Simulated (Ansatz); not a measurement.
Runs of Ansatz 0.2.0 on Ba. It takes space group P6/mmm (No. 191, hexagonal). The conventional cell has a = 4.312 Å, b = 4.312 Å, c = 3.913 Å, α = 90.00°, β = 90.00°, γ = 120.00°. Ba (site symmetry 6/mmm) has 8 Ba at 3.91 to 4.31 Å as nearest neighbours. This isn't the form of Ba at room conditions, which is bcc.

| level | gap on the mesh (eV) | pressure (GPa) | relaxed volume (Å³/atom) |
| --- | --- | --- | --- |
| PBEsol+D4 | none | 0.0 | 53.50 |
| PBEsol+D3(BJ) | none | 0.0 | 50.06 |
| PBEsol+D3(BJ)-ATM | none | 0.0 | (a) |
| PBEsol | none | 0.0 | 55.59 |

Alike in all rows: task relaxation of cell and atoms; potentials or basis Ansatz PAW; no spin polarisation; cell relaxed; k mesh 7 × 7 × 7; cutoff (eV) 420; smearing fermi-dirac 0.05 eV.

**Question.** Fill in the values left out.

**Answer.** (a) 50.32.

Caveats: the plane-wave basis is chosen anew once the cell has moved, so the energies of steps on either side of that aren't comparable; the PAW data sets come from PBE, with cores solved anew for the run's functional, which leaves a small shift of forces and pressure; the volume moved by over 15 % at a fixed basis, so the end points are rough (some runs); pairwise dispersion overbinds metals, which lowers pressure and volume (some runs).

A k mesh can miss the band edges, and the runs leave out spin-orbit coupling on Ba.

A gap of «none» marks a metal or a gap under the smearing width.
